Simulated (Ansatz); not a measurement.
Ansatz results at the PBE0-D4/def2-TZVP geometry: LUMO energy (PBE0/def2-TZVPP) -1.06 eV; HOMO–LUMO gap (PBE0/def2-TZVPP) 5.16 eV; LUMO energy (B3LYP/def2-TZVPP) -1.22 eV.

(1) Which molecule gave them?
A. `c1cscn1`
B. `C1=C[C@H]2C=C[C@@H]1C2`
C. `Cc1ccc2ccccc2c1`
D. `c1cnccn1`

Results:

(1) C. The others give `c1cnccn1`: -1.54, 5.76, -1.75; `C1=C[C@H]2C=C[C@@H]1C2`: -0.30, 6.16, -0.52; `c1cscn1`: -0.81, 6.54, -1.02.

B3LYP here is the variant with VWN-RPA as its local correlation; programs differ in this.
